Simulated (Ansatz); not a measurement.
# Si2Hg: reading a single point

```
Hg Si
1.0
     0.00000    3.97895    0.00000
     3.97895    0.00000    0.00000
     1.98948    1.98948   -6.88761
Hg Si
2 4
Direct
  0.00000 0.00000 0.00000
  0.75000 0.25000 0.50000
  0.41700 0.41700 0.16600
  0.16700 0.66700 0.66600
  0.33300 0.83300 0.33400
  0.58300 0.58300 0.83400
```

Level: PBE, no spin polarisation; 420 eV; 9×9×9 Γ-centred mesh; fermi-dirac occupations (width 0.1 eV); Ansatz 0.2.0, fixed geometry.

Problem. What is the formation energy?

Solution. 0.52 eV an atom against the elements' usual phases (free molecules for gases, crystals otherwise, with no correction for O₂ or N₂), so at this geometry it isn't bound against them. Relaxing would lower it.

Problem. What does the stress say?

Solution. The pressure is 9.1 GPa (compression positive), so with the atoms held at these fractions the cell would first expand. The principal stresses 8.6, 8.6, 10.2 GPa differ, so its shape would change too.

Problem. What happens at the Fermi level?

Solution. It is a metal, with about 2.4 states/eV a cell as the mean within 0.25 eV of the Fermi level, mostly Si p (58 %) and Si s (14 %).

Problem. Are the atoms at rest?

Solution. Nearly at rest: the largest force is 0.045 eV/Å.

Origin: a known structure type with other elements, at an estimated volume, so it need not be a known compound.
